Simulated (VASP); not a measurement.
# SnO (P4/nmm) in VASP: further runs, part 2 of 2

VASP 6.6.1. Earlier steps stand in the parts before.

### Step 4. Phonons, PBEsol

Contents of POSCAR:

```
SnO
1.0
    3.8136952200      0.0000000000      0.0000000000
    0.0000000000      3.8136952200      0.0000000000
    0.0000000000      0.0000000000      4.8869133000
Sn O
2 2
Direct
    0.5000000000      0.0000000000      0.7646261400
    0.0000000000      0.5000000000      0.2353738600
    0.0000000000      0.0000000000      0.0000000000
    0.5000000000      0.5000000000      0.0000000000
```

Contents of INCAR.step1:

```
ALGO = Normal
EDIFF = 1E-8
EDIFFG = -0.002
ENCUT = 600
GGA = PS
IBRION = 2
ISIF = 3
ISMEAR = -1
LASPH = True
LCHARG = False
LREAL = False
LWAVE = False
NELM = 80
NSW = 40
PREC = Accurate
SIGMA = 0.05
```

Contents of INCAR.step2:

```
ALGO = Normal
EDIFF = 1E-8
ENCUT = 600
GGA = PS
IBRION = 8
ISIF = 2
ISMEAR = -1
LASPH = True
LCHARG = False
LREAL = False
LWAVE = False
NELM = 80
NSW = 1
PREC = Accurate
SIGMA = 0.05
```

Contents of KPOINTS:

```
k-points
0
Gamma
  5 5 5
```

Potentials or basis: VASP PAW PBE potentials, release 64 (Sn_d, O).

Run with:

```console
cat potpaw_PBE.64/Sn_d/POTCAR potpaw_PBE.64/O/POTCAR > POTCAR
cp INCAR.step1 INCAR
mpirun -np 1 vasp_std > vasp.out
cp CONTCAR POSCAR
cp INCAR.step2 INCAR
mpirun -np 1 vasp_std > vasp.out
```

OUTCAR:

```text
EDIFF = 1E-8
   ENCUT = 600
   GGA = PS
   IBRION = 8
   ISIF = 2
   ISMEAR = -1
   LASPH = True
   LREAL = False
   NELM = 80
   NSW = 1
   PREC = Accurate

 ion  position               nearest neighbor table
   1  0.500  0.000  0.756-   3 2.23   4 2.23   4 2.23   3 2.23   2 3.55   2 3.55   2 3.55   2 3.55
                             2 3.63   2 3.63   2 3.63   2 3.63
   2  0.000  0.500  0.244-   3 2.23   4 2.23   3 2.23   4 2.23   1 3.55   1 3.55   1 3.55   1 3.55
                             1 3.63   1 3.63   1 3.63   1 3.63
   3  0.000  0.000  0.000-   1 2.23   2 2.23   2 2.23   1 2.23
   4  0.500  0.500  0.000-   1 2.23   2 2.23   1 2.23   2 2.23

  LATTYP: Found a simple tetragonal cell.
 ALAT       =     3.8076384475
 C/A-ratio  =     1.2453810677

  Lattice vectors:

 A1 = (   3.8076384475,   0.0000000000,   0.0000000000)
 A2 = (   0.0000000000,   3.8076384475,   0.0000000000)
 A3 = (   0.0000000000,   0.0000000000,   4.7419608352)

Analysis of symmetry for initial positions (statically):
=====================================================================
 Subroutine PRICEL returns:
 Original cell was already a primitive cell.

 Routine SETGRP: Setting up the symmetry group for a
 simple tetragonal supercell.

 Subroutine GETGRP returns: Found 16 space group operations
 (whereof  8 operations were pure point group operations)
 out of a pool of 16 trial point group operations.

The static configuration has the point symmetry D_2d.
 The point group associated with its full space group is D_4h.

Analysis of symmetry for dynamics (positions and initial velocities):
=====================================================================
 Subroutine PRICEL returns:
 Original cell was already a primitive cell.

 Routine SETGRP: Setting up the symmetry group for a
 simple tetragonal supercell.

 Subroutine GETGRP returns: Found 16 space group operations
 (whereof  8 operations were pure point group operations)
 out of a pool of 16 trial point group operations.

The dynamic configuration has the point symmetry D_2d.
 The point group associated with its full space group is D_4h.

 Subroutine INISYM returns: Found 16 space group operations
 (whereof  8 operations are pure point group operations),
 and found     1 'primitive' translations

----------------------------------------------------------------------------------------

                                     Primitive cell

[... 641 lines left out ...]
 -----------------------------------------------------------------------------
  energy-cutoff  :      600.00
  volume of cell :       68.75
      direct lattice vectors                 reciprocal lattice vectors
     3.807638447  0.000000000  0.000000000     0.262629978  0.000000000  0.000000000
     0.000000000  3.807638447  0.000000000     0.000000000  0.262629978  0.000000000
     0.000000000  0.000000000  4.741960835     0.000000000  0.000000000  0.210883226

 POSITION                                       TOTAL-FORCE (eV/Angst)
 -----------------------------------------------------------------------------------
      1.90382      0.00000      3.58719        -0.000000     -0.000000      0.000421
      0.00000      1.90382      1.15477         0.000000     -0.000000     -0.000421
      0.00000      0.00000      0.00000        -0.000000      0.000000      0.000000
      1.90382      1.90382      0.00000        -0.000000     -0.000000      0.000000
 -----------------------------------------------------------------------------------
    total drift:                                0.000000      0.000000     -0.000000

  FREE ENERGIE OF THE ION-ELECTRON SYSTEM (eV)
  ---------------------------------------------------
  free  energy   TOTEN  =       -24.2160539674 eV

  energy  without entropy=      -24.2155179951  energy(sigma->0) =      -24.21578598

[... ionic steps 2 to 9 ...]

--------------------------------------- Ionic step       10  -------------------------------------------

------------------------ aborting loop because EDIFF is reached ----------------------------------------

[... ionic steps 11 to 11 ...]

--------------------------------------- Ionic step       12  -------------------------------------------

 Free energy of the ion-electron system (eV)
  ---------------------------------------------------
  ---------------------------------------------------
  free energy    TOTEN  =        -0.37106269 eV

  energy without entropy =       -0.37106269

------------------------ aborting loop because EDIFF is reached ----------------------------------------

 INTERNAL STRAIN TENSOR  FOR ION    3  DIRECTION 3   (eV/Angst):
 -----------------------------------------------------------------------------
    -6.62943  0.00000  0.00000
     0.00000  6.59123  0.00000
     0.00000  0.00000  0.02410

 INTERNAL STRAIN TENSOR FOR ION    4 for displacements in x,y,z  (eV/Angst):
          X           Y           Z          XY          YZ          ZX
  --------------------------------------------------------------------------------
  x     0.00000     0.00000     0.00000     0.00000     0.00000     4.05591
  y     0.00000     0.00000     0.00000     0.00000    -3.50649     0.00000
  z     6.61033    -6.61033     0.00000     0.00000     0.00000     0.00000

 SECOND DERIVATIVES (NOT SYMMETRIZED)
 ------------------------------------
               1X          1Y          1Z          2X          2Y          2Z          3X          3Y          3Z          4X          4Y          4Z
  1X    -4.816171    0.000000    0.000000    1.116087    0.000000    0.000000    2.744282    0.000000    0.000000    0.955801    0.000000    0.000000
  1Y     0.000000   -4.816171    0.000000    0.000000    1.116087    0.000000    0.000000    0.955801    0.000000    0.000000    2.744282    0.000000
  1Z     0.000000    0.000000  -12.832490    0.000000    0.000000    5.996382    0.000000    0.000000    3.418054    0.000000    0.000000    3.418054
  2X     1.116087    0.000000    0.000000   -4.816171    0.000000    0.000000    0.955801    0.000000    0.000000    2.744282    0.000000    0.000000
  2Y     0.000000    1.116087    0.000000    0.000000   -4.816171    0.000000    0.000000    2.744282    0.000000    0.000000    0.955801    0.000000
  2Z     0.000000    0.000000    5.996382    0.000000    0.000000  -12.832490    0.000000    0.000000    3.418054    0.000000    0.000000    3.418054
  3X     2.734920    0.000000    0.000000    0.954111    0.000000    0.000000   -7.978353    0.000000    0.000000    4.289322    0.000000    0.000000
  3Y     0.000000    0.954111    0.000000    0.000000    2.734920    0.000000    0.000000   -7.978353    0.000000    0.000000    4.289322    0.000000
  3Z     0.000000    0.000000    3.431395    0.000000    0.000000    3.431395    0.000000    0.000000   -6.991006    0.000000    0.000000    0.128217
  4X     0.954111    0.000000    0.000000    2.734920    0.000000    0.000000    4.289322    0.000000    0.000000   -7.978353    0.000000    0.000000
  4Y     0.000000    2.734920    0.000000    0.000000    0.954111    0.000000    0.000000    4.289322    0.000000    0.000000   -7.978353    0.000000
  4Z     0.000000    0.000000    3.431395    0.000000    0.000000    3.431395    0.000000    0.000000    0.128217    0.000000    0.000000   -6.991006

 Eigenvectors and eigenvalues of the dynamical matrix
 ----------------------------------------------------

   1 f  =   13.709805 THz    86.141248 2PiTHz  457.309886 cm-1    56.699174 meV
             X         Y         Z           dx          dy          dz
      1.903819  0.000000  3.587191    -0.002635   -0.040116    0.000000
      0.000000  1.903819  1.154769     0.002635    0.040116    0.000000
      0.000000  0.000000  0.000000     0.046272   -0.704445   -0.000000
      1.903819  1.903819  0.000000    -0.046272    0.704445    0.000000
[... 71 lines left out ...]
  12 f/i=    0.006861 THz     0.043108 2PiTHz    0.228852 cm-1     0.028374 meV
             X         Y         Z           dx          dy          dz
      1.903819  0.000000  3.587191    -0.000000    0.000000    0.663940
      0.000000  1.903819  1.154769    -0.000000    0.000000    0.663940
      0.000000  0.000000  0.000000    -0.000000    0.000000    0.243276
      1.903819  1.903819  0.000000    -0.000000    0.000000    0.243276

--------------------------------------------------------------------------------------------------------

 ELASTIC MODULI CONTR FROM IONIC RELAXATION (kBar)
 Direction    XX          YY          ZZ          XY          YZ          ZX
 --------------------------------------------------------------------------------
 XX        -601.4292    -29.2731   -500.3642      0.0000     -0.0000      0.0000
 YY         -29.2731   -601.4292   -500.3642      0.0000     -0.0000      0.0000
 ZZ        -500.3642   -500.3642   -793.9224      0.0000     -0.0000      0.0000
 XY           0.0000      0.0000      0.0000      0.0000      0.0000      0.0000
 YZ          -0.0000     -0.0000     -0.0000      0.0000   -229.8312      0.0000
 ZX           0.0000      0.0000      0.0000      0.0000      0.0000   -314.5504
 --------------------------------------------------------------------------------
```

It took 7.8 min on 1 thread of Intel Xeon 6975P-C (Granite Rapids), shared host; peak memory 0.39 GiB.

What came out:

* Relaxed volume: 17.19 Å³/atom
* Relaxed cell: a = 3.808 Å, b = 3.808 Å, c = 4.742 Å, α = 90.00°, β = 90.00°, γ = 90.00°
* Space group after relaxing (to 0.05 Å): P4/nmm (No. 129)
* Highest phonon frequency at Γ, LO-TO splitting left out: 457 cm⁻¹

The path:
```tsv
step	energy change (eV)	largest force (eV/Å)	pressure (GPa)	volume (Å³)
1	0.0000	0.1519	-0.30	71.08
2	-0.0024	0.0836	-0.31	70.73
3	-0.0044	0.0593	-0.31	70.02
4	-0.0059	0.0008	0.11	69.52
5	-0.0064	0.0551	0.50	69.07
6	-0.0077	0.0343	0.34	68.97
7	-0.0090	0.0125	-0.02	68.74
8	-0.0090	0.0111	-0.01	68.75
9	-0.0090	0.0021	0.02	68.74
10	-0.0090	0.0001	0.02	68.73
11	-0.0090	0.0007	0.01	68.75
```

Final structure:
```xyz
4
Lattice="3.8076 0.0000 0.0000 0.0000 3.8076 0.0000 0.0000 0.0000 4.7420" Properties=species:S:1:pos:R:3 pbc="T T T"
Sn    1.9038    3.8076    3.5872
Sn    0.0000    1.9038    1.1548
O     3.8076    0.0000    0.0000
O     1.9038    1.9038    0.0000
```

Phonon frequencies in cm⁻¹ (negative: imaginary):
```tsv
q point	frequencies
(0.000, 0.000, 0.000)	0 0 0 114 114 208 267 267 348 364 457 457
```

Caveat: the PAW data sets were made with another functional, which shifts forces and pressure a little.

### Step 5. Elastic constants, PBEsol

POSCAR is that of step 4.

Contents of INCAR.step1:

```
SYSTEM = SnO
ALGO = Normal ; EDIFF = 1E-8
EDIFFG = -0.002 ; ENCUT = 600
GGA = PS ; IBRION = 2
ISIF = 3 ; ISMEAR = -1
LASPH = .TRUE. ; LCHARG = .FALSE.
LREAL = .FALSE. ; LWAVE = .FALSE.
NELM = 100 ; NSW = 40
PREC = Accurate ; SIGMA = 0.05
```

Contents of INCAR.step2:

```
SYSTEM = SnO
ALGO = Normal ; EDIFF = 1E-8
ENCUT = 600 ; GGA = PS
IBRION = 6 ; ISIF = 3
ISMEAR = -1 ; LASPH = .TRUE.
LCHARG = .FALSE. ; LREAL = .FALSE.
LWAVE = .FALSE. ; NELM = 100
NFREE = 2 ; NSW = 1
POTIM = 0.015 ; PREC = Accurate
SIGMA = 0.05
```

Contents of KPOINTS:

```
k-points
0
G
  5 5 5
  0 0 0
```

Potentials or basis: VASP PAW PBE potentials, release 64 (Sn_d, O).

Run with:

```console
cat potpaw_PBE.64/Sn_d/POTCAR potpaw_PBE.64/O/POTCAR > POTCAR
cp INCAR.step1 INCAR
mpirun -np 1 vasp_std > vasp.out
cp CONTCAR POSCAR
cp INCAR.step2 INCAR
mpirun -np 1 vasp_std > vasp.out
```

OUTCAR:

```text
SYSTEM = SnO
   EDIFF = 1E-8
   ENCUT = 600
   GGA = PS
   IBRION = 6
   ISIF = 3
   ISMEAR = -1
   LASPH = .TRUE.
   LREAL = .FALSE.
   NELM = 100
   NFREE = 2
   NSW = 1
   POTIM = 0.015
   PREC = Accurate

[... 1120 lines left out ...]
      0.000000  0.000000  0.000000    -0.611708    0.352403   -0.000000
      1.903819  1.903819  0.000000     0.611708   -0.352403   -0.000000
[... 71 lines left out ...]
  12 f/i=    0.005120 THz     0.032168 2PiTHz    0.170776 cm-1     0.021174 meV
             X         Y         Z           dx          dy          dz
      1.903819  0.000000  3.587191    -0.000000   -0.000000   -0.663901
      0.000000  1.903819  1.154769    -0.000000   -0.000000   -0.663901
      0.000000  0.000000  0.000000    -0.000000   -0.000000   -0.243382
      1.903819  1.903819  0.000000    -0.000000   -0.000000   -0.243382

--------------------------------------------------------------------------------------------------------

 ELASTIC MODULI CONTR FROM IONIC RELAXATION (kBar)
 Direction    XX          YY          ZZ          XY          YZ          ZX
 --------------------------------------------------------------------------------
 XX        -596.2886    -28.5916   -501.2710      0.0000      0.0000      0.0000
 YY         -28.5916   -596.2886   -501.2710      0.0000      0.0000      0.0000
 ZZ        -501.2710   -501.2710   -804.2264      0.0000      0.0000      0.0000
 XY           0.0000      0.0000      0.0000      0.0000      0.0000      0.0000
 YZ           0.0000      0.0000      0.0000      0.0000   -258.3472      0.0000
 ZX           0.0000      0.0000      0.0000      0.0000      0.0000   -258.3450
 --------------------------------------------------------------------------------

 TOTAL ELASTIC MODULI (kBar)
 Direction    XX          YY          ZZ          XY          YZ          ZX
 --------------------------------------------------------------------------------
 XX        1000.6097    888.3709    154.7384      0.0000      0.0000      0.0000
 YY         888.3709   1000.6097    154.7384      0.0000      0.0000      0.0000
 ZZ         154.7384    154.7384    392.1118      0.0000      0.0000      0.0000
 XY           0.0000      0.0000      0.0000    851.1738      0.0000      0.0000
 YZ           0.0000      0.0000      0.0000      0.0000    295.1551      0.0000
 ZX           0.0000      0.0000      0.0000      0.0000      0.0000    295.1563
 --------------------------------------------------------------------------------
```

OUTCAR.step1:

```text
SYSTEM = SnO
   EDIFF = 1E-8
   EDIFFG = -0.002
   ENCUT = 600
   GGA = PS
   IBRION = 2
   ISIF = 3
   ISMEAR = -1
   LASPH = .TRUE.
   LREAL = .FALSE.
   NELM = 100
   NSW = 40
   PREC = Accurate

 ion  position               nearest neighbor table
[... 399 lines left out ...]
 Fermi energy:         7.3419253900

 k-point     1 :       0.0000    0.0000    0.0000
  band No.  band energies     occupation
      1     -14.6971      2.00000
      2     -14.2610      2.00000
      3     -14.2610      2.00000
      4     -14.2503      2.00000
      5     -14.2102      2.00000
      6     -14.2068      2.00000
[... 506 lines left out ...]
  FREE ENERGIE OF THE ION-ELECTRON SYSTEM (eV)
  ---------------------------------------------------
  free  energy   TOTEN  =       -24.2189256244 eV

  energy  without entropy=      -24.2183897504  energy(sigma->0) =      -24.21865769

 reached required accuracy - stopping structural energy minimisation
```

OSZICAR.step1:

```text
N       E                     dE             d eps       ncg     rms          rms(c)
DAV:   1     0.413676193020E+03    0.41368E+03   -0.22440E+04   880   0.278E+03
DAV:   2     0.357417720374E+02   -0.37793E+03   -0.36999E+03   896   0.615E+02
DAV:   3    -0.249878901332E+02   -0.60730E+02   -0.58951E+02  1064   0.201E+02
DAV:   4    -0.274012406938E+02   -0.24134E+01   -0.24105E+01   944   0.451E+01
[... 121 lines left out ...]
DAV:   3    -0.242189268012E+02    0.36830E-05   -0.73943E-06  1072   0.581E-02    0.470E-03
DAV:   4    -0.242189259572E+02    0.84395E-06   -0.22584E-06  1312   0.223E-02    0.125E-03
DAV:   5    -0.242189256486E+02    0.30865E-06   -0.48660E-07  1224   0.919E-03    0.573E-04
DAV:   6    -0.242189256314E+02    0.17228E-07   -0.33333E-08   664   0.255E-03    0.286E-04
DAV:   7    -0.242189256244E+02    0.69913E-08   -0.16154E-08   576   0.130E-03
  11 F= -.24218926E+02 E0= -.24218658E+02  d E =-.201817E-05
```

Run time: 11 min. Hardware: 1 thread of Intel Xeon 6975P-C (Granite Rapids), shared host; peak memory 0.29 GiB.

Results:

```yaml
Relaxed_volume: 17.19 Å³/atom
Relaxed_cell: a = 3.808 Å, b = 3.808 Å, c = 4.742 Å, α = 90.00°, β = 90.00°, γ = 90.00°
Space_group_after_relaxing_to_0.05_Å: P4/nmm (No. 129)
Voigt_bulk_modulus: 53 GPa
Highest_phonon_frequency_at_Γ_LO-TO_splitting_left_out: 457 cm⁻¹
```

The path:
| step | energy change (eV) | largest force (eV/Å) | pressure (GPa) | volume (Å³) |
| --- | --- | --- | --- | --- |
| 1 | 0.0000 | 0.1519 | -0.30 | 71.08 |
| 2 | -0.0024 | 0.0836 | -0.31 | 70.73 |
| 3 | -0.0044 | 0.0593 | -0.31 | 70.02 |
| 4 | -0.0059 | 0.0008 | 0.11 | 69.52 |
| 5 | -0.0064 | 0.0551 | 0.50 | 69.07 |
| 6 | -0.0077 | 0.0343 | 0.34 | 68.97 |
| 7 | -0.0090 | 0.0125 | -0.02 | 68.74 |
| 8 | -0.0090 | 0.0111 | -0.01 | 68.75 |
| 9 | -0.0090 | 0.0021 | 0.02 | 68.74 |
| 10 | -0.0090 | 0.0001 | 0.02 | 68.73 |
| 11 | -0.0090 | 0.0007 | 0.01 | 68.75 |

Final structure:
```
Sn O
1.0
     3.80764    0.00000    0.00000
     0.00000    3.80764    0.00000
     0.00000    0.00000    4.74196
Sn O
2 2
Direct
  0.50000 0.00000 0.75648
  0.00000 0.50000 0.24352
  0.00000 0.00000 0.00000
  0.50000 0.50000 0.00000
```

Phonon frequencies in cm⁻¹ (negative: imaginary):
```tsv
q point	frequencies
(0.000, 0.000, 0.000)	0 0 0 114 114 208 267 267 348 363 457 457
```

Elastic tensor in Voigt notation (GPa, in the Cartesian axes of the cell as first typed):
```
100  89  15   0   0   0
 89 100  15   0   0   0
 15  15  39   0   0   0
  0   0   0  30   0   0
  0   0   0   0  30   0
  0   0   0   0   0  85
```

Clamped-ion elastic tensor (GPa):
```
160  92  66   0   0   0
 92 160  66   0   0   0
 66  66 120   0   0   0
  0   0   0  55   0   0
  0   0   0   0  55   0
  0   0   0   0   0  85
```

Caveat: the PAW data sets were made with another functional, which shifts forces and pressure a little.

### Step 6. The reference run

An earlier run on the cell as given: functional PBE; potentials or basis VASP PAW PBE potentials, release 64 (Sn_d, O); cutoff 520 eV; k mesh 7 × 7 × 6; occupations fermi-dirac, width 0.05 eV; no spin polarisation.

* Pressure: 3.8 GPa
* Largest force: 0.457 eV/Å
* Band gap on the k mesh: 0.38 eV, indirect (least direct gap 2.05 eV)

### Step 7. Overview

```csv
task,level,cell,k mesh,cutoff (eV),ions in elastic constants,gap on the mesh (eV)
elastic constants,PBE,relaxed,5 × 5 × 5,600,relaxed,-
Born charges and dielectric tensor,PBE,as given,7 × 7 × 6,520,-,0.38
phonons,PBEsol,relaxed,5 × 5 × 5,600,-,-
elastic constants,PBEsol,relaxed,5 × 5 × 5,600,relaxed,-
single point,PBE,as given,7 × 7 × 6,520,-,0.38
```

Alike in all rows: potentials or basis VASP PAW PBE potentials, release 64 (Sn_d, O); no spin polarisation; smearing fermi-dirac 0.05 eV.

Caveats: spin-orbit coupling is left out, which moves the levels of the heavy elements (some runs); an odd mesh through Γ misses points on the zone boundary, where band edges often lie (some runs); the PAW data sets were made with another functional, which shifts forces and pressure a little (some runs); the gap is small at this level, which inflates the dielectric constant (some runs).

Total energies depend on the potentials used, so only differences within one code and one set of settings carry meaning.
